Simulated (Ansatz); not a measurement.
Crystal: CuO.

```xyz
4
Lattice="2.8795 0.0000 0.0000 0.0391 2.8793 0.0000 0.0175 0.0172 5.1763" Properties=species:S:1:pos:R:3 pbc="T T T"
Cu    0.0195    1.4396    0.0000
Cu    1.4485    0.0086    2.5882
O     2.8881    0.0177    3.8817
O     0.0479    2.8788    1.2947
```

The cell comes from a database or a generator and needn't be the stable form of this composition.

```yaml
Program: Ansatz 0.2.0
Task: single point
Functional: PBEsol
Potentials_or_basis: Ansatz PAW
Cutoff: "420 eV (not typed: the program's choice for these potentials)"
k_mesh: 9 × 9 × 5
Occupations: fermi-dirac, width 0.05 eV
Spin: no spin polarisation
```

On this cell: pressure -2.0 GPa; largest force 0.013 eV/Å; band gap on the k mesh none (metal or under the smearing width).

The same run follows on a disturbed copy (atoms moved at random, drawn with an rms of 0.05 Å):

```
Cu O
1.0
     2.87950    0.00000    0.00000
     0.03907    2.87928    0.00000
     0.01750    0.01724    5.17634
Cu O
2 2
Cartesian
  -0.0177 1.4585 -0.0007
  1.4094 0.0115 2.6013
  2.8805 -0.0141 3.8669
  0.0432 2.8597 1.2942
```

What changes?

The energy (extrapolated to zero smearing) moves by +7.6 meV/atom; pressure -1.7 GPa; largest force 0.643 eV/Å; band gap on the k mesh none (metal or under the smearing width).

Forces on the atoms (eV/Å):
```
Cu   0.133 -0.629 -0.009
Cu   0.506 -0.122 -0.307
O   -0.327  0.391  0.273
O   -0.311  0.360  0.043
```

Stress tensor (GPa, compression positive):
```
-0.27  0.03 -0.12
 0.03 -0.79 -0.21
-0.12 -0.21 -4.14
```

Caveats: the run has no spin polarisation, though such a crystal can be magnetic; semilocal functionals often make such compounds metallic where correlation or magnetic order opens a gap, which also shifts bond lengths; the PAW data sets come from PBE, with cores solved anew for the run's functional, which leaves a small shift of forces and pressure.
